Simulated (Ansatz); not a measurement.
# AgCl, one structure, two calculations

Cell: a COD entry (listed for 8.6 GPa), taken as it stands.

```
Ag Cl
1.0
     3.53000    0.00000    0.00000
     0.00000    4.01100    0.00000
    -0.97255    0.00000    5.15201
Ag Cl
2 2
Direct
  0.15700 0.25000 0.21000
  0.84300 0.75000 0.79000
  0.30800 0.25000 0.70500
  0.69200 0.75000 0.29500
```

Atoms are numbered from 1 in the order listed; like atoms form one site, named after its first atom.

First run. Method: Kohn–Sham DFT in Ansatz, PBE, plane waves and PAW, scalar-relativistic, 420 eV cutoff, Γ-centred 10×8×7 k-points, Fermi–Dirac smearing 0.01 eV.

```tsv
site	atom	V_zz (10²¹ V/m²)	η
Ag	1	2.07	0.08
Cl	3	-4.19	0.54
```

Second run. The same atoms and settings, except that the functional is r2SCAN and the cutoff is 500 eV.

**Question.** Given the first result, estimate the second.

**Answer.** 

| site | atom | V_zz | η | change of V_zz |
| --- | --- | --- | --- | --- |
| Ag | 1 | 2.45 | 0.16 | +0.38 |
| Cl | 3 | -3.79 | 0.50 | +0.40 |

The largest change of V_zz is on Cl, from -4.19 to -3.79. In per cent, |V_zz| changes by +18 on Ag, -9 on Cl (all sites that start above 0.5).

For the first run: At this cell the PBE pressure is 10 GPa, so with PBE the cell would grow if it were relaxed. The largest force is 0.9 eV/Å, so the atoms aren't at the calculated equilibrium and relaxing them would move these values. Without spin–orbit coupling (the program notes it for Ag) the gradients can shift somewhat, as the gap is small.
For the second run: At this cell the r2SCAN pressure is 9 GPa, so with r2SCAN the cell would grow if it were relaxed. The largest force is 1.0 eV/Å, so the atoms aren't at the calculated equilibrium and relaxing them would move these values. Without spin–orbit coupling (the program notes it for Ag) the gradients are little affected as a rule: paired runs on crystals with a gap mostly move them by under 2 % at such atoms.
